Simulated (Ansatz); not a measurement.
What does Ansatz print for the nuclei with this input?

The cell is a computed structure from the Materials Project (it need not be an observed phase).

```yaml
crystal:
  lattice:
    - [-4.5798011975, 4.5798011975, 4.1155784219]
    - [4.5798011975, -4.5798011975, 4.1155784219]
    - [4.5798011975, 4.5798011975, -4.1155784219]
  atoms:
    - { symbol: Si, position: [0.75543276, 0.11319685, 0.23211066] }
    - { symbol: Si, position: [0.88108619, 0.5233221, 0.76788934] }
    - { symbol: Si, position: [0.11319685, 0.75543276, 0.23211066] }
    - { symbol: Si, position: [0.4766779, 0.24456724, 0.35776409] }
    - { symbol: Si, position: [0.88680315, 0.11891381, 0.64223591] }
    - { symbol: Si, position: [0.5233221, 0.88108619, 0.76788934] }
    - { symbol: Si, position: [0.24456724, 0.4766779, 0.35776409] }
    - { symbol: Si, position: [0.11891381, 0.88680315, 0.64223591] }
    - { symbol: O, position: [0.28333307, 0.0, 0.28333307] }
    - { symbol: O, position: [0.9167487, 0.62593563, 0.0] }
    - { symbol: O, position: [0.63068491, 0.2378251, 0.25333888] }
    - { symbol: O, position: [0.71666693, 0.0, 0.71666693] }
    - { symbol: O, position: [0.62593563, 0.9167487, 0.0] }
    - { symbol: O, position: [0.62265397, 0.36931509, 0.60714019] }
    - { symbol: O, position: [0.36931509, 0.62265397, 0.60714019] }
    - { symbol: O, position: [0.0832513, 0.0832513, 0.70918693] }
    - { symbol: O, position: [0.98448622, 0.37734603, 0.74666112] }
    - { symbol: O, position: [0.0, 0.71666693, 0.71666693] }
    - { symbol: O, position: [0.2378251, 0.63068491, 0.25333888] }
    - { symbol: O, position: [0.01551378, 0.7621749, 0.39285981] }
    - { symbol: O, position: [0.0, 0.28333307, 0.28333307] }
    - { symbol: O, position: [0.7621749, 0.01551378, 0.39285981] }
    - { symbol: O, position: [0.37406437, 0.37406437, 0.29081307] }
    - { symbol: O, position: [0.37734603, 0.98448622, 0.74666112] }
kpoints:
  mp_grid: { grid: [4, 4, 4] }
scf:
  occupations: { method: fermi_dirac, width: 0.02 }
hamiltonian:
  xc: r2scan
  pseudopotentials: { kind: paw, frozen_core: stored }
output:
  forces: true
  stress: true
  populations: true
  efg: { quadrupole_moments_barn: { O: -0.02558 } }
```

```sh
ansatz run input.yaml --threads 1 --pin off --max-ram 3072MiB --backend cpu --events-out ev --progress --plain --runs-dir out
```

Of the output, the block on the nuclei alone is shown; the set-up, the SCF iterations, energies, forces and stress are cut. One atom of each set with nearly equal values is shown.

```
--- PAW observables at the nuclei: V_zz in 10²¹ V/m², potentials from the cell's mean, atoms counted from 1 ---
  atom   1  Si V_zz =    -1.096434   η = 0.9476   by run symmetry: allowed
            electrostatic potential = -1352.811394 V   contact ρ = none
  atom   9  O  V_zz =   +10.347151   η = 0.0263   by run symmetry: allowed   C_q = -6.3999 MHz
            electrostatic potential = -617.818121 V   contact ρ = none
  atom  10  O  V_zz =    +9.267329   η = 0.3114   by run symmetry: allowed   C_q = -5.7320 MHz
            electrostatic potential = -617.890260 V   contact ρ = none
  atom  11  O  V_zz =    +9.114362   η = 0.2365   by run symmetry: allowed   C_q = -5.6374 MHz
            electrostatic potential = -617.958931 V   contact ρ = none
```

The run took 84 s of wall time (84 s of CPU time) and 1.5 GiB at its peak, on 1 thread of Intel Xeon Platinum 8175M CPU @ 2.50GHz (Skylake/Cascade Lake) (x86_64; 8 cores open to the job, memory cap 3.0 GiB, no GPU), a shared host with a load of 0.3 a core.
